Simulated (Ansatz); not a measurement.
# Sr: the cost of one run

Method: DFT PBE, scalar-relativistic, plane waves, PAW, in Ansatz 0.2.0.

## 1. The starting structure

It takes space group Cm (No. 8, monoclinic). The conventional cell has a = 7.487 Å, b = 4.327 Å, c = 27.580 Å, α = 90.00°, β = 90.00°, γ = 90.00°. Sr (site symmetry m) has 9 Sr at 4.32 to 4.33 Å as nearest neighbours. Sr (site symmetry m) is surrounded by 12 Sr at 4.32 to 4.33 Å.

Coordinates:

```
CELL_PARAMETERS angstrom
4.32399 0.00000 0.00000
2.15872 3.74658 0.00000
0.00000 0.00000 27.58015
ATOMIC_POSITIONS crystal
Sr 0.17108 0.17108 0.30819
Sr 0.50583 0.50583 0.43606
Sr 0.84058 0.84058 0.56393
Sr 0.50830 0.50830 0.69181
```

Slab cut from the bulk at the bulk's listed lattice constants, lower half held.

## 2. Relaxing the atoms

Input file input.yaml:

```yaml
crystal:
  lattice:
    - [4.32399267, 0.0, 0.0]
    - [2.15871866, 3.74657795, 0.0]
    - [0.0, 0.0, 27.5801523402]
  atoms:
    - { symbol: Sr, position: [0.17108077, 0.17108077, 0.3081926414] }
    - { symbol: Sr, position: [0.50583052, 0.50583052, 0.4360626352] }
    - { symbol: Sr, position: [0.84058026, 0.84058026, 0.5639326291] }
    - { symbol: Sr, position: [0.50830112, 0.50830112, 0.6918073586] }
basis:
  ecutwfc: 420
  fft_grid_basis: typed
kpoints:
  mp_grid: { grid: [9, 9, 1] }
hamiltonian:
  xc: pbe
scf:
  occupations: { method: gaussian, width: 0.1 }
output:
  forces: true
  eigenvalues: true
efield:
  axis: 3
  dipole_correction: true
  ramp_width: 0.04
relax:
  adjacent_minimum: "off"
  f_tol: 0.04
  max_steps: 40
  constraints: [{ sites: [0, 1] }]
```

Run with:

```console
> ansatz run input.yaml --threads 1 --pin off --max-ram 2211MiB --backend cpu --events-out ev --progress --plain --runs-dir out
```

**Question.** How long does this run take on 1 thread of Intel Xeon Platinum 8488C (Sapphire Rapids), shared host, and how much memory does it need?

About 70 s, with a peak of 0.67 GiB.
